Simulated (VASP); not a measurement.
# MgB2 (P6/mmm) in VASP: elastic constants with PBEsol

Aim: the elastic constants of MgB2 with PBEsol.

Everything below comes from runs of VASP 6.6.1. Logs are shortened: lines on timing, memory, paths and dates and some standing lists are left out, and cuts for length are marked.

**1. Starting point**

Symmetry: P6/mmm, No. 191, hexagonal system. Conventional cell: a = 3.064 Å, b = 3.064 Å, c = 3.497 Å, α = 90.00°, β = 90.00°, γ = 120.00°. Around Mg (site symmetry 6/mmm) lie 12 B at 2.49 Å. Around B (site symmetry -6m2) lie 3 B at 1.77 Å.

The cell was built by a generator and needn't be a form met in nature.

**2. Elastic constants, PBEsol**

The input, POSCAR:

```
MgB2
1.0
    3.0638944608      0.0000000000      0.0000000000
   -1.5319472304      2.6534104340     -0.0000000000
    0.0000000000      0.0000000000      3.4972173504
  Mg              B
     1     2
Direct
     1.0000000000000000    0.0000000000000000    0.0000000000000000
     0.3333333332999970    0.6666666667000030    0.5000000000000000
     0.6666666667000030    0.3333333332999970    0.5000000000000000
```

The input, INCAR.step1:

```
SYSTEM = MgB2
PREC     = Accurate       ! precision mode
ENCUT    = 600            ! plane-wave cutoff, eV
EDIFF    = 1E-8           ! SCF threshold, eV
ISMEAR   = 1              ! smearing method
SIGMA    = 0.15           ! smearing width, eV
LREAL    = .False.        ! projectors in reciprocal space
LASPH    = .True.         ! aspherical terms in the spheres
NELM     = 80             ! most SCF steps
ALGO     = Normal         ! electronic algorithm
ISIF     = 3              ! what is computed and relaxed
LWAVE    = .False.        ! write WAVECAR
LCHARG   = .False.        ! write CHGCAR
GGA      = PS             ! functional
IBRION   = 2              ! ionic algorithm
NSW      = 40             ! ionic steps
EDIFFG   = -0.002         ! ionic threshold
```

The input, INCAR.step2:

```
SYSTEM = MgB2
PREC     = Accurate       ! precision mode
ENCUT    = 600            ! plane-wave cutoff, eV
EDIFF    = 1E-8           ! SCF threshold, eV
ISMEAR   = 1              ! smearing method
SIGMA    = 0.15           ! smearing width, eV
LREAL    = .False.        ! projectors in reciprocal space
LASPH    = .True.         ! aspherical terms in the spheres
NELM     = 80             ! most SCF steps
ALGO     = Normal         ! electronic algorithm
ISIF     = 3              ! what is computed and relaxed
LWAVE    = .False.        ! write WAVECAR
LCHARG   = .False.        ! write CHGCAR
GGA      = PS             ! functional
IBRION   = 6              ! ionic algorithm
NFREE    = 2            
POTIM    = 0.015          ! step
NSW      = 1              ! ionic steps
```

The input, KPOINTS:

```
regular mesh
0
Gamma
  18 18 14
  0 0 0
```

Potentials or basis: VASP PAW PBE potentials, release 64 (Mg, B).

Command:

```console
$ cat potpaw_PBE.64/Mg/POTCAR potpaw_PBE.64/B/POTCAR > POTCAR
$ cp INCAR.step1 INCAR
$ mpirun -np 1 vasp_std > vasp.out
$ cp CONTCAR POSCAR
$ cp INCAR.step2 INCAR
$ mpirun -np 1 vasp_std > vasp.out
```

OUTCAR:

```text
SYSTEM = MgB2
   PREC = Accurate
   ENCUT = 600
   EDIFF = 1E-8
   ISMEAR = 1
   LREAL = .False.
   LASPH = .True.
   NELM = 80
   ISIF = 3
   GGA = PS
   IBRION = 6
   NFREE = 2
   POTIM = 0.015
   NSW = 1

 ion  position               nearest neighbor table
   1  0.000  0.000  0.000-   2 2.49   2 2.49   3 2.49   3 2.49   2 2.49   3 2.49   2 2.49   3 2.49
                             3 2.49   3 2.49   2 2.49   2 2.49
   2  0.333  0.667  0.500-   3 1.77   3 1.77   3 1.77   1 2.49   1 2.49   1 2.49   1 2.49   1 2.49
                             1 2.49
   3  0.667  0.333  0.500-   2 1.77   2 1.77   2 1.77   1 2.49   1 2.49   1 2.49   1 2.49   1 2.49
                             1 2.49

  LATTYP: Found a hexagonal cell.
 ALAT       =     3.0645133251
 C/A-ratio  =     1.1406621237

  Lattice vectors:

 A1 = (   3.0645133251,   0.0000000000,   0.0000000000)
 A2 = (  -1.5322566626,   2.6539463862,   0.0000000000)
 A3 = (   0.0000000000,   0.0000000000,   3.4955742775)

Analysis of symmetry for initial positions (statically):
=====================================================================
 Subroutine PRICEL returns:
 Original cell was already a primitive cell.

 Routine SETGRP: Setting up the symmetry group for a
 hexagonal supercell.

 Subroutine GETGRP returns: Found 24 space group operations
 (whereof 24 operations were pure point group operations)
 out of a pool of 24 trial point group operations.

The static configuration has the point symmetry D_6h.

Analysis of symmetry for dynamics (positions and initial velocities):
=====================================================================
 Subroutine PRICEL returns:
 Original cell was already a primitive cell.

 Routine SETGRP: Setting up the symmetry group for a
 hexagonal supercell.

 Subroutine GETGRP returns: Found 24 space group operations
 (whereof 24 operations were pure point group operations)
 out of a pool of 24 trial point group operations.

The dynamic configuration has the point symmetry D_6h.

 Subroutine INISYM returns: Found 24 space group operations
 (whereof 24 operations are pure point group operations),
 and found     1 'primitive' translations

----------------------------------------------------------------------------------------

                                     Primitive cell

  volume of cell :      28.4297

  direct lattice vectors                    reciprocal lattice vectors
     3.064513325  0.000000000  0.000000000     0.326316088  0.188398682  0.000000000
    -1.532256663  2.653946386  0.000000000     0.000000000  0.376797363  0.000000000
     0.000000000  0.000000000  3.495574277     0.000000000  0.000000000  0.286076027

  length of vectors
     3.064513325  3.064513322  3.495574277     0.376797363  0.376797363  0.286076027

  position of ions in fractional coordinates (direct lattice)
     0.000000000  0.000000000  0.000000000
     0.333333333  0.666666667  0.500000000
     0.666666667  0.333333333  0.500000000

  ion indices of the primitive-cell ions
   primitive index   ion index
                 1           1
                 2           2
                 3           3

----------------------------------------------------------------------------------------

[... 116 lines left out ...]
  ---------------------------------------------------
  free energy    TOTEN  =       -16.22584318 eV

  energy without entropy =      -16.22642866  energy(sigma->0) =      -16.22603834

------------------------ aborting loop because EDIFF is reached ----------------------------------------

  FORCE on cell =-STRESS in cart. coord.  units (eV):
  Direction    XX          YY          ZZ          XY          YZ          ZX
  --------------------------------------------------------------------------------------
  -------------------------------------------------------------------------------------
  Total       -0.0047752     -0.0047752     -0.0038971      0.0000000      0.0000000      0.0000000
  in kB       -0.2691127     -0.2691127     -0.2196236      0.0000000      0.0000000      0.0000000
  external PRESSURE =      -0.2526163 kB  Pullay stress =       0.0000000 kB
[... 92 lines left out ...]
  FREE ENERGIE OF THE ION-ELECTRON SYSTEM (eV)
  ---------------------------------------------------
  free  energy   TOTEN  =       -16.2165476441 eV

  energy  without entropy=      -16.2169326844  energy(sigma->0) =      -16.21667599

[... ionic steps 4 to 18 ...]

--------------------------------------- Ionic step       19  -------------------------------------------

 number of electron       8.0000000 magnetization

------------------------ aborting loop because EDIFF is reached ----------------------------------------
[... 69 lines left out ...]
--------------------------------------- Ionic step       21  -------------------------------------------

 number of electron       8.0000000 magnetization

 Free energy of the ion-electron system (eV)
  ---------------------------------------------------
  ext. energy  EPLUGINS =         0.00000000
  ---------------------------------------------------
  free energy    TOTEN  =       -16.22456779 eV

  energy without entropy =      -16.22515052  energy(sigma->0) =      -16.22476203

 E-fermi :   5.3349     XC(G=0): -11.0771

 val. band max:        5.3339926319   @ k =   0.0556   0.0556   0.3571
 cond. band min:       5.3375177373   @ k =   0.0556   0.0556   0.0714
 fundamental gap:      0.0035251054
 Fermi energy:         5.3348873863

 k-point     1 :       0.0000    0.0000    0.0000
  band No.  band energies     occupation
      1      -7.1765      2.00000
      2       2.3843      2.00000
      3       5.7392     -0.00093
      4       5.7392     -0.00093
      5       7.0446     -0.00000
      6      11.7107      0.00000
      7      11.7107      0.00000
      8      13.6770      0.00000
[... 243 lines left out ...]
 k-point    24 :       0.3889    0.1111    0.0000
  band No.  band energies     occupation
      1      -3.6746      2.00000
      2      -1.7431      2.00000
      3       2.3018      2.00000
      4       5.4912     -0.05788
      5       8.7299      0.00000
      6       9.9792      0.00000
      7      10.9297      0.00000
      8      13.0861      0.00000

 [... further k-points ...]
[... 5 lines left out ...]
  --------------------------------------------------------------------------------------
  -------------------------------------------------------------------------------------
  Total       -0.0033373     -0.0033373     -0.0034269      0.0000000      0.0000000      0.0000000
  in kB       -0.1880764     -0.1880764     -0.1931260      0.0000000      0.0000000      0.0000000
  external PRESSURE =      -0.1897596 kB  Pullay stress =       0.0000000 kB
[... 18 lines left out ...]
  FREE ENERGIE OF THE ION-ELECTRON SYSTEM (eV)
  ---------------------------------------------------
  free  energy   TOTEN  =       -16.2245677913 eV

  energy  without entropy=      -16.2251505166  energy(sigma->0) =      -16.22476203

 INTERNAL STRAIN TENSORS FROM STRAINED CELLS
 ============================================

 INTERNAL STRAIN TENSOR FOR ION    1 for displacements in x,y,z  (eV/Angst):
          X           Y           Z          XY          YZ          ZX
  --------------------------------------------------------------------------------
  x    -0.00000    -0.00000    -0.00000    -0.00000     0.00000    -0.00000
  y     0.00000     0.00000     0.00000     0.00000     0.00000     0.00000
  z     0.00000     0.00000     0.00000     0.00000     0.00000     0.00000

 INTERNAL STRAIN TENSORS FROM DISPLACED ATOMS
 ============================================

 INTERNAL STRAIN TENSOR FOR ION    1 for displacements in x,y,z  (eV/Angst):
          X           Y           Z          XY          YZ          ZX
  --------------------------------------------------------------------------------
  x     0.00000     0.00000     0.00000     0.00000     0.00000     0.00000
  y     0.00000     0.00000     0.00000     0.00000     0.00000     0.00000
  z     0.00000     0.00000     0.00000     0.00000     0.00000     0.00000

 INTERNAL STRAIN TENSOR FOR ION    3 for displacements in x,y,z  (eV/Angst):
          X           Y           Z          XY          YZ          ZX
  --------------------------------------------------------------------------------
  x     0.00000     0.00000     0.00000     3.31670     0.00000     0.00000
  y     3.31670    -3.31670     0.00000     0.00000     0.00000     0.00000
  z     0.00000     0.00000     0.00000     0.00000    -0.00000     0.00000

 Eigenvectors and eigenvalues of the dynamical matrix
 ----------------------------------------------------

   1 f  =   20.799257 THz   130.685586 2PiTHz  693.788533 cm-1    86.018776 meV
             X         Y         Z           dx          dy          dz
      0.000000  0.000000  0.000000    -0.000000    0.000000    0.000000
     -0.000000  1.769298  1.747787    -0.000000    0.000000   -0.707107
      1.532257  0.884649  1.747787     0.000000   -0.000000    0.707107
[... 43 lines left out ...]
   9 f/i=    0.000776 THz     0.004877 2PiTHz    0.025893 cm-1     0.003210 meV
             X         Y         Z           dx          dy          dz
      0.000000  0.000000  0.000000     0.711382   -0.151885   -0.000000
     -0.000000  1.769298  1.747787     0.474519   -0.101313   -0.000000
      1.532257  0.884649  1.747787     0.474519   -0.101313   -0.000000

--------------------------------------------------------------------------------------------------------

 ELASTIC MODULI CONTR FROM IONIC RELAXATION (kBar)
 Direction    XX          YY          ZZ          XY          YZ          ZX
 --------------------------------------------------------------------------------
 XX         -81.9260     81.9260      0.0000      0.0000     -0.0000      0.0000
 YY          81.9260    -81.9260      0.0000     -0.0000      0.0000      0.0000
 ZZ           0.0000      0.0000      0.0000      0.0000      0.0000      0.0000
 XY           0.0000     -0.0000      0.0000    -81.9260      0.0000      0.0000
 YZ          -0.0000      0.0000      0.0000      0.0000     -0.0000      0.0000
 ZX           0.0000      0.0000      0.0000      0.0000      0.0000      0.0000
 --------------------------------------------------------------------------------

 TOTAL ELASTIC MODULI (kBar)
 Direction    XX          YY          ZZ          XY          YZ          ZX
 --------------------------------------------------------------------------------
 XX        4481.8327    550.2328    336.3698      0.0000     -0.0000     -0.0000
 YY         550.2328   4481.8327    336.3698     -0.0000      0.0000      0.0000
 ZZ         336.3698    336.3698   2758.8499      0.0000      0.0000      0.0000
 XY           0.0000     -0.0000      0.0000   1965.8000      0.0000      0.0000
 YZ          -0.0000      0.0000      0.0000     -0.0000    818.1229      0.0000
 ZX          -0.0000      0.0000      0.0000      0.0000      0.0000    818.1229
 --------------------------------------------------------------------------------
```

Run time: 18 min. Hardware: 1 thread of Intel Xeon Platinum 8488C (Sapphire Rapids), shared host; peak memory 0.79 GiB.

Results:

```
Voigt bulk modulus                                      : 157 GPa
Highest phonon frequency at Γ, LO-TO splitting left out : 694 cm⁻¹
```

Phonon frequencies in cm⁻¹ (negative: imaginary):
```csv
q point,frequencies
"(0.000, 0.000, 0.000)",0 0 0 343 343 410 617 617 694
```

Elastic tensor in Voigt notation (GPa, in the Cartesian axes of the cell as first typed):
```
448  55  34   0   0   0
 55 448  34   0   0   0
 34  34 276   0   0   0
  0   0   0  82   0   0
  0   0   0   0  82   0
  0   0   0   0   0 197
```

Clamped-ion elastic tensor (GPa):
```
456  47  34   0   0   0
 47 456  34   0   0   0
 34  34 276   0   0   0
  0   0   0  82   0   0
  0   0   0   0  82   0
  0   0   0   0   0 205
```

Caveat: the PAW data sets were made with another functional, which shifts forces and pressure a little.
